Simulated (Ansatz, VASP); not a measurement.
# CoO: VASP beside Ansatz

INCAR

```
PREC     = Accurate       # precision mode
ENCUT    = 520            # plane-wave cutoff, eV
EDIFF    = 1E-6           # SCF threshold, eV
ISMEAR   = -1             # smearing method
SIGMA    = 0.1            # smearing width, eV
LREAL    = False          # projectors in reciprocal space
LASPH    = True           # aspherical terms in the spheres
NELM     = 150            # most SCF steps
ALGO     = Normal         # electronic algorithm
ISIF     = 2              # what is computed and relaxed
LWAVE    = False          # write WAVECAR
LCHARG   = False          # write CHGCAR
ISPIN    = 2              # spin polarisation
MAGMOM   = 1.8 0          # initial moments
LORBIT   = 11             # projections on sites
LMAXMIX  = 4              # l up to which the mixer works
GGA      = PS             # functional
NBANDS   = 18             # bands
```

The input KPOINTS:

```
Automatic mesh
0
Gamma
  6 6 6
```

The input POSCAR:

```
CoO
1.0
   -1.5080000000      1.5080000000      2.1072480000
    1.5080000000     -1.5080000000      2.1072480000
    1.5080000000      1.5080000000     -2.1072480000
Co O
1 1
Direct
    0.0054588273     -0.0090906520      0.0033950752
    0.4829500695      0.4963067061     -0.0365560778
```

Input for Ansatz:

```yaml
crystal:
  lattice:
    - [-1.508, 1.508, 2.107248]
    - [1.508, -1.508, 2.107248]
    - [1.508, 1.508, -2.107248]
  atoms:
    - { symbol: Co, position: [0.005458827268571614, -0.009090651979706214, 0.0033950751524239806], spin: 1.8 }
    - { symbol: O, position: [0.48295006951019637, 0.4963067060798254, -0.036556077813928896], spin: 0.0 }
kpoints:
  mp_grid:
    grid: [6, 6, 6]
hamiltonian:
  xc: pbesol
magnetization:
  spin_polarized: true
scf:
  convergence:
    dr2_threshold: 1.0e-08
  mixing:
    algorithm: anderson
    beta: 0.4
    ndim: 6
  occupations:
    method: fermi_dirac
output:
  forces: true
```

Alike in both runs: task single point; functional PBEsol; k mesh 6 × 6 × 6; collinear spin.

|  | VASP | Ansatz |
| --- | --- | --- |
| version | VASP 6.6.1 | Ansatz 0.2.0 |
| potentials or method | VASP PAW PBE potentials, release 64 (Co, O) | plane waves, PAW |
| plane-wave cutoff (eV) | 520 | 420 |
| occupations | fermi-dirac, width 0.1 eV | fermi-dirac |
| valence electrons in the cell | 15 | 23 |

Ansatz gave:

| Quantity | Value |
| --- | --- |
| rms of the force components (eV/Å) | 0.045 |
| net moment per atom (μB) | 1.42 |
| size of the moment on the site where the two differ most (μB) | 2.39 |

Question: Estimate VASP's values.

Answer: rms of the force components (eV/Å): 0.048; net moment per atom (μB): 1.41; size of the moment on the site where the two differ most (μB): 2.48.

Site moments also hang on the region over which each program counts them. Atom by atom the forces differ by 0.003 eV/Å (rms over components). The two sets of potentials don't hold the same shells in valence. Ansatz warned: «stability_check_not_made».

Caveats: the k mesh is coarse (spacing up to 0.49 Å⁻¹), so the values aren't converged; the PAW data sets were made with another functional, which shifts forces and pressure a little (VASP); a cell with one magnetic atom can't hold antiferromagnetic order, which such compounds often take; semilocal functionals often make such compounds metallic where correlation or magnetic order opens a gap, which also shifts bond lengths. With open d or f shells a metallic result of PBEsol can be an artefact of self-interaction; +U or a hybrid may open a gap.
